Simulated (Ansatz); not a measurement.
## Moving the pressure in HfO2

The cell as given:

```cif
data_structure
_symmetry_space_group_name_H-M 'P4_2/nmc:1'
_symmetry_Int_Tables_number 137
_cell_length_a 3.5580
_cell_length_b 3.5580
_cell_length_c 5.1719
_cell_angle_alpha 90.000
_cell_angle_beta 90.000
_cell_angle_gamma 90.000
_cell_volume 65.47
loop_
_atom_site_label
_atom_site_type_symbol
_atom_site_symmetry_multiplicity
_atom_site_Wyckoff_symbol
_atom_site_fract_x
_atom_site_fract_y
_atom_site_fract_z
_atom_site_occupancy
Hf1 Hf 2 a 0.00000 0.00000 0.00000 1
O1 O 4 d 0.00000 0.50000 0.19721 1
```

Measurements of this composition are mostly on another form, of space group No. 14.

Kept alike: task relaxation of cell and atoms; functional PBEsol; k mesh 8 × 8 × 5; occupations fermi-dirac, width 0.05 eV; no spin polarisation. Program: Ansatz, Ansatz PAW, cutoff 420 eV. The mesh is that of the run's cell of 6 atoms. No spin-orbit coupling.

```csv
"pressure, P (GPa)",volume (Å³/atom),first edge of the run's cell (Å),third edge of the run's cell (Å)
0,10.955,3.567,5.166
2,10.847,3.558,5.141
5,10.697,3.545,5.107
10,10.473,3.525,5.058
20,10.097,3.489,4.977
30,9.787,3.457,4.913
```

The relaxations keep at least the cell's symmetry (P4_2/nmc). The runs follow the start's structure, whether or not it is the stable one at these pressures. Ansatz's relaxations hold a Pulay term in the stress (up to 1.0 GPa here). P is the pressure aimed at, which the runs meet within some hundredths to tenths of a GPa. All rows use potentials made for PBE.

Question: What does the pressure change here?

Answer: The volume falls from 10.955 to 9.787 Å³/atom between 0 and 30 GPa. The volume falls ever more slowly, since the solid stiffens under load. At the pressures aimed at, which the runs meet within some tenths of a GPa, the step from 0 to 5 GPa gives a mean bulk modulus near 210 GPa, the last step 321 GPa. The first edge of the run's cell falls from 3.567 to 3.457 Å between 0 and 30 GPa. The third edge of the run's cell falls from 5.166 to 4.913 Å between 0 and 30 GPa.
